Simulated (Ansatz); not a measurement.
AlN built on the 4H polytype prototype at its r2SCAN geometry, run in the PAW code Ansatz at 3 levels of theory. Values at 0 K without nuclear motion; spin polarisation is off, and the phase may be a hypothetical one.

The HSE06 input:
```yaml
crystal:
  lattice:
    - [3.0971630264, 0.0, 0.0]
    - [-1.5485815132, 2.6822218605, 0.0]
    - [0.0, 0.0, 10.0339432529]
  atoms:
    - { symbol: Al, position: [0.0, 0.0, -0.0012654039] }
    - { symbol: Al, position: [0.3333333333, 0.6666666667, 0.249839288] }
    - { symbol: Al, position: [0.0, 0.0, 0.4987345961] }
    - { symbol: Al, position: [0.6666666667, 0.3333333333, 0.749839288] }
    - { symbol: "N", position: [0.0, 0.0, 0.1882105907] }
    - { symbol: "N", position: [0.3333333333, 0.6666666667, 0.4382155251] }
    - { symbol: "N", position: [0.0, 0.0, 0.6882105907] }
    - { symbol: "N", position: [0.6666666667, 0.3333333333, 0.9382155251] }
kpoints:
  mp_grid: { grid: [6, 6, 2] }
  band_path:
    path:
      - [0.0, 0.0, 0.0]
      - [0.5, 0.0, 0.0]
      - [0.3333333333, 0.3333333333, 0.0]
      - [0.0, 0.0, 0.5]
      - [0.5, 0.0, 0.5]
      - [0.3333333333, 0.3333333333, 0.5]
      - [0.0, 0.5, 0.0]
    npoints: 1
hamiltonian:
  xc: hse06
scf:
  occupations: { method: fixed }
  n_extra_bands: 6
output:
  forces: true
  stress: true
  eigenvalues: true
  write_density: true
  write_potential: true
  elf: true
  volumetric_format: npy
```

Main results, then, where recorded, the levels near the gap in eV from the Fermi energy (columns number the bands from 0), one row a point of the path (Γ, M, K, A, L, H, M):
```
Crystal: 8 atoms, lattice volume = 83.355 Å³
Symmetry: 12 space group operations
Space group: P63mc (ITA 186)
```
```
Basis set: ecut = 420 eV, 1605 PW (Γ)
k-points: 14 of 72
SCF 1 stopped early in 2 iterations: F = -3696.873835 eV  dr2 = 1.36e-4
Exchange kernel: α = 0.2500, screened, ω = 0.2079 Å⁻¹, Wigner–Seitz truncation, v(0) = 1043.2457 eV·Å³, q-mesh 6×6×2
SCF 2 stopped early in 7 iterations: F = -3698.736540 eV  dr2 = 7.07e-7
hybrid outer 1: dexx = +1.176e-2 eV, tail = 1.36e-5 eV
SCF 3 converged in 4 iterations: F = -3698.736502 eV  dr2 = 1.23e-9
hybrid outer 2: dexx = +1.501e-7 eV, tail = 5.23e-9 eV, Δε = 9.86e-4 eV, ΔF = 5.13e-4 eV/Å
Free energy (F): -3698.736502 eV
Fermi energy:    6.133612 eV
--- Forces (eV/Å), atoms counted from 1 ---
  atom   1  Al      0.00000      0.00000    -0.01080
  atom   2  Al      0.00000      0.00000    -0.00048
  atom   3  Al      0.00000      0.00000    -0.01080
  atom   4  Al      0.00000      0.00000    -0.00048
  atom   5  N       0.00000      0.00000      0.00687
  atom   6  N       0.00000      0.00000      0.00437
  atom   7  N       0.00000      0.00000      0.00687
  atom   8  N       0.00000      0.00000      0.00437
--- Stress (GPa, compression-positive) ---
       -0.595918       0.000000       0.000000
        0.000000      -0.595918       0.000000
        0.000000       0.000000      -0.745241
  P = ⅓ Tr σ = -0.6457 GPa (-6.457 kbar)
```
```tsv
band_12	band_13	band_14	band_15	band_16	band_17	band_18
-0.383	-0.102	-0.102	0.000	5.570	7.831	8.127
-1.418	-1.366	-0.827	-0.629	5.306	6.000	8.459
-2.478	-1.609	-1.609	-0.814	7.239	7.239	8.893
-0.197	-0.197	-0.197	-0.197	6.552	6.552	8.546
-1.423	-1.423	-0.883	-0.883	5.895	5.895	8.096
-1.524	-1.524	-1.392	-1.392	6.983	6.983	9.155
-1.418	-1.366	-0.827	-0.629	5.306	6.000	8.459
```

With HSE06 the valence top lies at Γ and the conduction bottom at M, 5.31 eV higher; the smallest vertical gap, at Γ, is 5.57 eV.

Task: Another run on the same cell gave
```
Basis set: ecut = 420 eV, 1605 PW (Γ)
k-points: 14 of 72
SCF 1 stopped early in 2 iterations: F = -3696.879752 eV  dr2 = 1.28e-4
SCF 2 stopped early in 7 iterations: F = -3699.320164 eV  dr2 = 1.24e-6
hybrid outer 1: dexx = +1.128e-2 eV, tail = 1.21e-5 eV
SCF 3 converged in 4 iterations: F = -3699.320166 eV  dr2 = 5.73e-10
hybrid outer 2: dexx = +1.283e-7 eV, tail = 3.29e-9 eV, Δε = 1.18e-3 eV, ΔF = 9.23e-4 eV/Å
Free energy (F): -3699.320166 eV
Fermi energy:    5.912813 eV
--- Forces (eV/Å), atoms counted from 1 ---
  atom   1  Al      0.00000      0.00000    -0.00924
  atom   2  Al      0.00000      0.00000    -0.00163
  atom   3  Al      0.00000      0.00000    -0.00924
  atom   4  Al      0.00000      0.00000    -0.00163
  atom   5  N       0.00000      0.00000      0.00618
  atom   6  N       0.00000      0.00000      0.00469
  atom   7  N       0.00000      0.00000      0.00618
  atom   8  N       0.00000      0.00000      0.00469
--- Stress (GPa, compression-positive) ---
       -0.041394       0.000000       0.000000
        0.000000      -0.041394       0.000000
        0.000000       0.000000      -0.179412
  P = ⅓ Tr σ = -0.0874 GPa (-0.874 kbar)
```
```tsv
band_12	band_13	band_14	band_15	band_16	band_17	band_18
-0.385	-0.102	-0.102	0.000	6.034	8.307	8.602
-1.413	-1.360	-0.825	-0.628	5.795	6.490	8.943
-2.475	-1.608	-1.608	-0.812	7.731	7.731	9.380
-0.198	-0.198	-0.198	-0.198	7.025	7.025	9.021
-1.424	-1.424	-0.881	-0.881	6.387	6.387	8.580
-1.523	-1.523	-1.388	-1.388	7.473	7.473	9.642
-1.413	-1.360	-0.825	-0.628	5.795	6.490	8.943
```
Which level of theory gave it?

Result: It is DDH-PBE0, judged by the exchange loop and the size of the gap (a near hybrid could fit too), on 6×6×2; the blocks that differ from the first input, but for the band path:
```yaml
crystal:
  # lattice and atoms as above
  host: atoms
hamiltonian:
  xc:
    exchange: pbe
    correlation: pbe
    exx: { coeff: inverse_dielectric }
```
With DDH-PBE0 the valence top lies at Γ and the conduction bottom at M, 5.80 eV higher; the smallest vertical gap, at Γ, is 6.03 eV. The mean stress, -0.1 GPa, is small, and the program warns that its thresholds are loose for a hybrid's stress.

Task: In the first input these blocks are replaced (the band path and keys that only write files left aside):
```yaml
hamiltonian:
  xc: pbe0
```
What comes out?

Result:
```
Basis set: ecut = 420 eV, 1605 PW (Γ)
k-points: 14 of 72
SCF 1 stopped early in 2 iterations: F = -3696.877116 eV  dr2 = 1.37e-4
SCF 2 stopped early in 7 iterations: F = -3699.673352 eV  dr2 = 2.32e-6
hybrid outer 1: dexx = +1.644e-2 eV, tail = 2.06e-5 eV
SCF 3 converged in 4 iterations: F = -3699.673358 eV  dr2 = 9.68e-10
hybrid outer 2: dexx = +2.578e-7 eV, tail = 6.38e-9 eV, Δε = 1.46e-3 eV, ΔF = 9.75e-4 eV/Å
Free energy (F): -3699.673358 eV
Fermi energy:    5.749813 eV
--- Forces (eV/Å), atoms counted from 1 ---
  atom   1  Al      0.00000      0.00000    -0.01004
  atom   2  Al      0.00000      0.00000    -0.00082
  atom   3  Al      0.00000      0.00000    -0.01004
  atom   4  Al      0.00000      0.00000    -0.00082
  atom   5  N       0.00000      0.00000      0.00653
  atom   6  N       0.00000      0.00000      0.00435
  atom   7  N       0.00000      0.00000      0.00653
  atom   8  N       0.00000      0.00000      0.00435
--- Stress (GPa, compression-positive) ---
       -0.671781       0.000000       0.000000
        0.000000      -0.671781       0.000000
        0.000000       0.000000      -0.813248
  P = ⅓ Tr σ = -0.7189 GPa (-7.189 kbar)
```
```tsv
band_12	band_13	band_14	band_15	band_16	band_17	band_18
-0.390	-0.103	-0.103	0.000	6.296	8.585	8.881
-1.428	-1.373	-0.834	-0.635	6.044	6.744	9.214
-2.498	-1.623	-1.623	-0.820	7.992	7.992	9.657
-0.200	-0.200	-0.200	-0.200	7.292	7.292	9.301
-1.436	-1.436	-0.891	-0.891	6.640	6.640	8.850
-1.537	-1.537	-1.403	-1.403	7.732	7.732	9.923
-1.428	-1.373	-0.834	-0.635	6.044	6.744	9.214
```
PBE0 gives an indirect gap of 6.04 eV, from Γ to M; the least direct gap is 6.30 eV at Γ. At this geometry PBE0 finds -0.7 GPa, compression counted positive: its own equilibrium volume is smaller. The stress of a hybrid is loosely converged here.

Totals of different functionals can't be compared.

The meshes of the hybrids are coarse, so their gaps aren't converged to the digits shown.
